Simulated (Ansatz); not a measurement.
# MgO (Fm-3m) in Ansatz: a series of runs, part 2 of 2

Ansatz 0.2.0.

### Step 4. Relaxation of cell and atoms, revPBE+D4

input.yaml reads:

```yaml
crystal:
  lattice:
    - [0.0, 2.0970013927, 2.0970013927]
    - [2.0970013927, 0.0, 2.0970013927]
    - [2.0970013927, 2.0970013927, 0.0]
  atoms:
    - { symbol: Mg, position: [0.0, 0.0, 0.0] }
    - { symbol: O, position: [0.5, 0.5, 0.5] }
kpoints:
  mp_grid: { grid: [11, 11, 11] }
scf:
  occupations: { method: fermi_dirac, width: 0.05 }
hamiltonian:
  xc: revpbe
  dispersion: d4
  pseudopotentials: { kind: all_electron, lapw: { basis_error: 0.001 } }
output:
  forces: true
  stress: true
relax:
  f_tol: 0.01
  max_steps: 60
  cell: {}
```

Potentials or basis: all-electron LAPW, scalar-relativistic.

Run with:

```bash
$ ansatz run input.yaml --threads 1 --pin off --max-ram 3072MiB --backend cpu --events-out ev --progress --plain --runs-dir out
```

Log:

```text
Warning: RAYON_NUM_THREADS=1 ignored (pool sized by the plan → 1); use --threads N
The last accepted step is kept in <dir> (removed where the run ends without a failure and the disk answers)
LAPW: plane waves up to 9.432 Å⁻¹, error target 1.0e-3 eV per atom; small_component_spin mean_spin; O in spheres of 0.995 Å, 8 of its electrons in bands, Dirac shells []; Mg in spheres of 1.039 Å, 10 of its electrons in bands, Dirac shells [] (how accurate: hamiltonian.pseudopotentials.lapw.basis_error, Limitations)
Engine: ansatz 0.2.0, aarch64-unknown-linux-gnu
Pseudopotentials: kind: all_electron
Pseudopotential: Mg, LAPW, valence charge 10, lapw/all_electron/scalar/gaussian/Mg, Koelling and Harmon's equation, gaussian nucleus
Pseudopotential: O, LAPW, valence charge 8, lapw/all_electron/scalar/gaussian/O, Koelling and Harmon's equation, gaussian nucleus
Functional definition: revPBE
  parameter kappa = 1.245
  parameter beta = 0.06672455060314922
  exchange = pbe_x(kappa = kappa, mu = beta*pi^2/3)
  correlation = pbe_c(beta = beta)
Crystal: 2 atoms, lattice volume = 18.443 Å³
Basis set: ecut = 338.938678725016 eV, 259 PW (Γ), exchange–correlation at level 2
Bands: 13, of which v1, the nominal top of the filled ones, is band 9 counted from 1 (8 counted from 0)
Symmetry: 48 space group operations
Space group: Fm-3m (ITA 225), of the structure as read, at distance tolerance 2.6e-5 Å
k-points: 56 of 1331
Non-local potential: Mg, projectors of the file, none
Non-local potential: O, projectors of the file, none
Initial density: superposition of atomic densities (chi_scale 0.1, normalization cell, long waves kept (reshape's long-wave potential 0.00 eV rms))
Initial wavefunctions: plane waves of lowest kinetic energy (no species holds an atomic orbital)
Functional: x = revpbe(κ = 1.245, μ = 0.2195149727645171), c = pbe(β = 0.06672455060314922)
iter 1 solved again at ethr=1.38e-2 eV; its pass at ethr=1.00e-1 eV (dr2=2.48e0 eV) is discarded
SCF iter   1: F=—  HF=-7508.020452 eV  |F-HF|=—  |Δ(HF+E_count)|=         —  Δρ=1.12e-1  dr2=2.48e0  ethr=1.38e-2  ⟨swp⟩=2.0  Hψ=4812  notcnv=0
preconditioner: auto → none  [insulator: Δε(μ)=6.758 eV  Ē_g=20.495 eV  σ=0.050 eV  W_gap=1.00  n_scr=8 (ndim 8)  ℏωp=24.5 eV  f_vac=0.000  D(μ)=0.00/eV (n_scr^D=0)  ε∞_Penn≈2.4]
iter 2 solved again at ethr=2.32e-4 eV; its pass at ethr=1.38e-2 eV (dr2=4.17e-2 eV) is discarded
SCF iter   2: F=—  HF=-7506.765845 eV  |F-HF|=—  |Δ(HF+E_count)|=    1.25e0  Δρ=2.18e-2  dr2=4.16e-2  ethr=2.32e-4  ⟨swp⟩=2.1  Hψ=3867  notcnv=0
SCF iter   3: F=—  HF=-7506.506457 eV  |F-HF|=—  |Δ(HF+E_count)|=   2.59e-1  Δρ=1.61e-2  dr2=5.19e-2  ethr=2.31e-4  ⟨swp⟩=3.0  Hψ=2368  notcnv=0
SCF iter   4: F=—  HF=-7506.512168 eV  |F-HF|=—  |Δ(HF+E_count)|=         —  Δρ=6.37e-4  dr2=3.28e-5  ethr=2.31e-4  ⟨swp⟩=2.0  Hψ=2180  notcnv=0
the basis was enlarged: its passes take 347.2 KiB over the memory plan, 1 of 1 planned eigensolver slots
SCF iter   5: F=—  HF=-7506.512325 eV  |F-HF|=—  |Δ(HF+E_count)|=   1.57e-4  Δρ=2.14e-4  dr2=6.77e-6  ethr=1.82e-7  ⟨swp⟩=3.0  Hψ=2156  notcnv=0
SCF iter   6: F=—  HF=-7506.512336 eV  |F-HF|=—  |Δ(HF+E_count)|=   1.05e-5  Δρ=5.05e-5  dr2=4.54e-7  ethr=3.76e-8  ⟨swp⟩=2.9  Hψ=2058  notcnv=0
SCF iter   7: F=-7506.512336 eV  HF=-7506.512336 eV  |F-HF|=8.19e-11  |Δ(HF+E_count)|=   6.20e-8  Δρ=6.34e-6  dr2=6.73e-9  ethr=2.52e-9  ⟨swp⟩=2.9  Hψ=2027  notcnv=0
SCF 1 converged in 7 iterations: F = -7506.512336 eV  dr2 = 6.73e-9
relax step   1: F+E_penalty+E_count = -7506.51233563 eV  Δ(F+E_penalty+E_count) = +0.000e0 eV  max|allowed force component| = 1.323e-30 eV/Å  Δτ_max = 0.0000 Å  P = +3.501 GPa  Ω = 18.443 Å³  (7 SCF iters, accepted)
Crystal: 2 atoms, lattice volume = 18.606 Å³
Basis set: ecut = 336.95128552412217 eV, 259 PW (Γ), exchange–correlation at level 2
Initial density: handed on by an earlier stage of this run
Initial wavefunctions: those handed on with the density
iter 1 solved again at ethr=1.07e-8 eV; its pass at ethr=1.00e-1 eV (dr2=1.93e-6 eV) is discarded
SCF iter   1: F=—  HF=-7506.515179 eV  |F-HF|=—  |Δ(HF+E_count)|=         —  Δρ=1.07e-4  dr2=2.27e-6  ethr=1.07e-8  ⟨swp⟩=5.1  Hψ=4440  notcnv=0
preconditioner: auto → none  [insulator: Δε(μ)=4.865 eV  Ē_g=18.706 eV  σ=0.050 eV  W_gap=1.00  n_scr=8 (ndim 8)  ℏωp=24.3 eV  f_vac=0.000  D(μ)=0.00/eV (n_scr^D=0)  ε∞_Penn≈2.7]
SCF iter   2: F=—  HF=-7506.515175 eV  |F-HF|=—  |Δ(HF+E_count)|=   4.11e-6  Δρ=5.33e-5  dr2=5.47e-7  ethr=1.07e-8  ⟨swp⟩=2.0  Hψ=1960  notcnv=0
iter 3 solved again at ethr=1.28e-10 eV; its pass at ethr=3.04e-9 eV (dr2=2.30e-8 eV) is discarded
SCF iter   3: F=-7506.515175 eV  HF=-7506.515175 eV  |F-HF|=2.46e-8  |Δ(HF+E_count)|=   2.46e-7  Δρ=1.16e-5  dr2=2.29e-8  ethr=1.28e-10  ⟨swp⟩=2.0  Hψ=3464  notcnv=0
SCF 2 converged in 3 iterations: F = -7506.515175 eV  dr2 = 2.29e-8
relax step   2: F+E_penalty+E_count = -7506.51517521 eV  Δ(F+E_penalty+E_count) = -2.840e-3 eV  max|allowed force component| = 8.217e-30 eV/Å  Δτ_max = 0.0000 Å  P = +2.077 GPa  Ω = 18.606 Å³  (3 SCF iters, accepted)
Crystal: 2 atoms, lattice volume = 18.850 Å³
Basis set: ecut = 334.042595706903 eV, 259 PW (Γ), exchange–correlation at level 2
iter 1 solved again at ethr=3.14e-8 eV; its pass at ethr=1.00e-1 eV (dr2=5.65e-6 eV) is discarded
SCF iter   1: F=—  HF=-7506.516791 eV  |F-HF|=—  |Δ(HF+E_count)|=         —  Δρ=1.80e-4  dr2=6.55e-6  ethr=3.14e-8  ⟨swp⟩=4.8  Hψ=4387  notcnv=0
preconditioner: auto → none  [insulator: Δε(μ)=4.741 eV  Ē_g=18.557 eV  σ=0.050 eV  W_gap=1.00  n_scr=8 (ndim 8)  ℏωp=24.2 eV  f_vac=0.000  D(μ)=0.00/eV (n_scr^D=0)  ε∞_Penn≈2.7]
SCF iter   2: F=—  HF=-7506.516787 eV  |F-HF|=—  |Δ(HF+E_count)|=   4.66e-6  Δρ=8.84e-5  dr2=1.52e-6  ethr=3.14e-8  ⟨swp⟩=2.0  Hψ=1960  notcnv=0
iter 3 solved again at ethr=3.57e-10 eV; its pass at ethr=8.43e-9 eV (dr2=6.42e-8 eV) is discarded
SCF iter   3: F=-7506.516788 eV  HF=-7506.516788 eV  |F-HF|=6.89e-8  |Δ(HF+E_count)|=   8.52e-7  Δρ=1.91e-5  dr2=6.41e-8  ethr=3.57e-10  ⟨swp⟩=2.0  Hψ=3476  notcnv=0
SCF 3 converged in 3 iterations: F = -7506.516788 eV  dr2 = 6.41e-8
relax step   3: F+E_penalty+E_count = -7506.51678763 eV  Δ(F+E_penalty+E_count) = -1.612e-3 eV  max|allowed force component| = 7.313e-31 eV/Å  Δτ_max = 0.0000 Å  P = +0.066 GPa  Ω = 18.850 Å³  (3 SCF iters, accepted)
Crystal: 2 atoms, lattice volume = 18.858 Å³
Basis set: ecut = 333.9476315411788 eV, 259 PW (Γ), exchange–correlation at level 2
iter 1 solved again at ethr=6.02e-10 eV; its pass at ethr=1.00e-1 eV (dr2=1.08e-7 eV) is discarded
SCF iter   1: F=—  HF=-7506.516793 eV  |F-HF|=—  |Δ(HF+E_count)|=         —  Δρ=2.46e-5  dr2=1.11e-7  ethr=6.02e-10  ⟨swp⟩=4.6  Hψ=4064  notcnv=0
preconditioner: auto → none  [insulator: Δε(μ)=4.735 eV  Ē_g=18.551 eV  σ=0.050 eV  W_gap=1.00  n_scr=8 (ndim 8)  ℏωp=24.2 eV  f_vac=0.000  D(μ)=0.00/eV (n_scr^D=0)  ε∞_Penn≈2.7]
SCF iter   2: F=-7506.516789 eV  HF=-7506.516789 eV  |F-HF|=3.29e-8  |Δ(HF+E_count)|=   3.20e-6  Δρ=1.24e-5  dr2=2.65e-8  ethr=6.02e-10  ⟨swp⟩=2.0  Hψ=1960  notcnv=0
SCF 4 converged in 2 iterations: F = -7506.516789 eV  dr2 = 2.65e-8
relax step   4: F+E_penalty+E_count = -7506.51678937 eV  Δ(F+E_penalty+E_count) = -1.740e-6 eV  max|allowed force component| = 1.026e-29 eV/Å  Δτ_max = 0.0000 Å  P = +0.002 GPa  Ω = 18.858 Å³  (2 SCF iters, accepted)
iter 1 solved again at ethr=1.48e-10 eV; its pass at ethr=1.00e-1 eV (dr2=2.67e-8 eV) is discarded
SCF iter   1: F=—  HF=-7506.516791 eV  |F-HF|=—  |Δ(HF+E_count)|=         —  Δρ=1.24e-5  dr2=2.67e-8  ethr=1.48e-10  ⟨swp⟩=3.0  Hψ=3483  notcnv=0
SCF iter   2: F=-7506.516788 eV  HF=-7506.516788 eV  |F-HF|=1.12e-8  |Δ(HF+E_count)|=   3.24e-6  Δρ=6.72e-6  dr2=7.66e-9  ethr=1.48e-10  ⟨swp⟩=3.0  Hψ=2175  notcnv=0
SCF 5 converged in 2 iterations: F = -7506.516788 eV  dr2 = 7.66e-9
relax step   5: F+E_penalty+E_count = -7506.51678805 eV  Δ(F+E_penalty+E_count) = +1.312e-6 eV  max|allowed force component| = 6.837e-30 eV/Å  Δτ_max = 0.0000 Å  P = +0.002 GPa  Ω = 18.858 Å³  stress off target by 2.01e-3 GPa  SCF on the basis re-selected at this cell (its energy is not comparable with the rows above)  (2 SCF iters)
basis re-selected at this cell: Δ(F+E_penalty+E_count) = +1.312e-6 eV, ΔP = -0.000 GPa vs the last step (what re-selecting the basis moved, after the strain that the cell walked since its last selection, with what the two solves' SCF thresholds leave and, on support functions, any second-order correction that the steps lacked; it is no measure of the basis error at this ecutwfc). This SCF's stress stands 2.01e-3 GPa from its target on what of the cell is left free (relax.cell.stress_tol is 5.00e-2 GPa) and its largest allowed force component is 6.84e-30 eV/Å (relax.f_tol is 1.00e-2 eV/Å): within both
SCF converged after 2 iterations
Free energy (F): -7506.516788 eV
Harris-Foulkes:  -7506.516788 eV  (|F-HF|=1.12e-8)
Internal energy: -7506.516788 eV  (E = F + TS)
E sigma→0 (E₀):  -7506.516788 eV
Fermi energy:    10.288379 eV
--- Per-component energies (eV) ---
  E_band       = -1289.083227
  E_kinetic    = 7511.978225
  E_xc         = -687.515228
  E_electrostatic = -14330.322091  (all electrons and nuclei)
  E_disp       = -0.657694  (pairwise vdW)
  E_smearing   = -0.000000  (= −TS)
  E_closure    = 0.000000  (closes the sum)
  E_atoms      = -7494.587883  (free atoms, spherical and without spin; not in F)
  Σ components = -7506.516788   (vs F -7506.516788, Δ=0.00e0)
  Basis errors (estimates in eV, not in F): energy 4.1e-4 per atom: plane waves 3.7e-4 (2.0e-4 summed), levels above the bands 1.0e-117, relativity 4.1e-8, radial functions 4.4e-5, core shells 8.7e-12; eigenvalues (radial functions only) 1.0e-5; not estimated: angular momenta, meshes, grids; target (lapw.basis_error) 1.0e-3; muffin-tin radii O 1.003 Å, Mg 1.046 Å
--- Forces (eV/Å), atoms counted from 1 ---
  atom   1  Mg    -0.00000000     0.00000000    -0.00000000
  atom   2  O      0.00000000    -0.00000000    -0.00000000
  max |Σ_I F_I| component: 9.47e-30 eV/Å
--- Stress (GPa, compression-positive) ---
        0.002009       0.000000      -0.000000
        0.000000       0.002009       0.000000
       -0.000000       0.000000       0.002009
  P = ⅓ Tr σ = 0.0020 GPa (0.020 kbar)
--- Relaxed structure (4 steps of the walk, 4 accepted, 1 SCFs on fresh bases) ---
  F+E_penalty+E_count = -7506.51678805 eV   max|allowed force component| = 6.837e-30 eV/Å   (the final SCF, on the basis selected at the relaxed cell)
  cell:  # Å, volume = 18.8578 Å³
    - [2.977608031723361e-34, 2.1126137453749476, 2.1126137453749476]
    - [2.1126137453749476, 2.1257255199736294e-34, 2.1126137453749476]
    - [2.1126137453749476, 2.1126137453749476, -4.573892551403932e-34]
  atoms:
    - { symbol: Mg, position: [2.3917211409659264e-36, -1.6742047986790335e-36, -5.740130738283696e-36] }
    - { symbol: O, position: [0.49999999999999994, 0.49999999999999994, 0.49999999999999994] }
```

Run time: 14 s. Hardware: 1 thread of Arm Neoverse V2, shared host; peak memory 0.28 GiB.

What came out:

| Item | Value |
| --- | --- |
| Free energy | -7506.5168 eV |
| Relaxed volume | 9.43 Å³/atom |
| Relaxed cell | a = 2.988 Å, b = 2.988 Å, c = 2.988 Å, α = 60.00°, β = 60.00°, γ = 60.00° |
| Space group after relaxing (to 0.05 Å) | Fm-3m (No. 225) |
| Energy gained by relaxing | 2.2 meV/atom |
| Ionic steps | 5 |
| Pressure after relaxing | 0.0 GPa |
| Band gap on the k mesh | 4.74 eV |

Step by step:
| step | energy change (eV) | largest force (eV/Å) | volume (Å³) |
| --- | --- | --- | --- |
| 1 | 0.0000 | 0.0000 | 18.44 |
| 2 | -0.0028 | 0.0000 | 18.61 |
| 3 | -0.0045 | 0.0000 | 18.85 |
| 4 | -0.0045 | 0.0000 | 18.86 |
| 5 | -0.0045 | 0.0000 | 18.86 |

Final structure:
```
Mg O
1.0
     0.00000    2.11261    2.11261
     2.11261    0.00000    2.11261
     2.11261    2.11261    0.00000
Mg O
1 1
Direct
  0.00000 0.00000 0.00000
  0.50000 0.50000 0.50000
```

Caveat: an odd mesh through Γ misses points on the zone boundary, where band edges often lie.

### Step 5. The runs side by side

```tsv
task	level	cell	k mesh	cutoff (eV)	smearing	basis error allowed	gap on the mesh (eV)	pressure (GPa)	relaxed volume (Å³/atom)
single point	PBE	as given	7 × 7 × 7	275	fermi-dirac 0.03 eV	0.003 eV/atom	4.86	7.0	-
relaxation of cell and atoms	revPBE+D3(BJ)	relaxed	11 × 11 × 11	-	fermi-dirac 0.05 eV	0.001 eV/atom	4.93	0.0	9.24
relaxation of cell and atoms	revPBE+D4	relaxed	11 × 11 × 11	-	fermi-dirac 0.05 eV	0.001 eV/atom	4.74	0.0	9.43
```

Alike in all rows: potentials or basis all-electron LAPW, scalar-relativistic; no spin polarisation.

Caveats: an odd mesh through Γ misses points on the zone boundary, where band edges often lie (some runs).

Compare energies only between runs with the same functional and basis.

### Step 6. Against experiment

Step 2. Measured gap of MgO: 7.83 eV (quoted in “Electronic structure of alkaline earth and post-transition metal oxides”, 2009, arxiv:0908.1581). This calculation gives 4.86 eV (-2.97 eV). The value is that of PBE, without temperature or zero-point motion. Semilocal functionals fall short of measured gaps as a rule. The cell is a database's relaxed one, not the measured one, which moves gaps too.
